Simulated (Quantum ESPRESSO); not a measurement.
**Moving the dispersion correction in Pb**

The cell as given:

```yaml
crystal:
  lattice:
    - [-1.97966, 1.97966, 1.97966]
    - [1.97966, -1.97966, 1.97966]
    - [1.97966, 1.97966, -1.97966]
  atoms:
    - { symbol: Pb, position: [0.00000, 0.00000, 0.00000] }
```

This isn't the form of Pb at room conditions, which is fcc.

Kept alike: task relaxation of cell and atoms; functional PBEsol; k mesh 9 × 9 × 9; occupations fermi-dirac, width 0.05 eV; no spin polarisation. Program: Quantum ESPRESSO, GBRV 1.5 PBEsol, cutoff 612 eV. The mesh is that of the run's cell of 1 atom. No spin-orbit coupling.

```csv
dispersion correction,volume (Å³/atom)
D3(zero),28.877
D3(BJ),28.159
none,29.520
rVV10,28.083
```

The relaxations keep at least the cell's symmetry (Im-3m). For a metal such a mesh leaves the last digits unconverged. Relaxations stop with a little pressure left, so the last digits of a volume or edge aren't settled.

Q: What does the dispersion correction change here?

A: The volume runs from 28.083 (rVV10) to 29.520 Å³/atom (none). Against no correction: D3(zero) -2.2 %; D3(BJ) -4.6 %; rVV10 -4.9 %. Dispersion terms mostly attract and so lower the volume; the schemes' coefficients and damping set how far.

All three corrections contract bcc Pb, but not equally: D3(BJ) and rVV10 give nearly the same volume, too close to rank, while D3(zero) takes off only about half as much. Lead responds visibly because it is soft. Its 6s pair lies deep and contributes little to bonding, which leaves the 6p electrons to hold together large, polarisable atoms, so a modest extra attraction shifts the equilibrium volume by several per cent. The weaker effect of D3(zero) probably reflects its stronger damping at near-neighbour distances.

The larger contraction shouldn't be read as a better description of the metal. Conduction electrons screen the fluctuating dipoles, which atom-based pair coefficients capture only in part, and PBEsol is already built to give good volumes for densely packed solids. Some of the added attraction may therefore be counted twice. Since bcc Pb is a high-pressure phase, deciding between the schemes would take a comparison with measured volumes under compression.
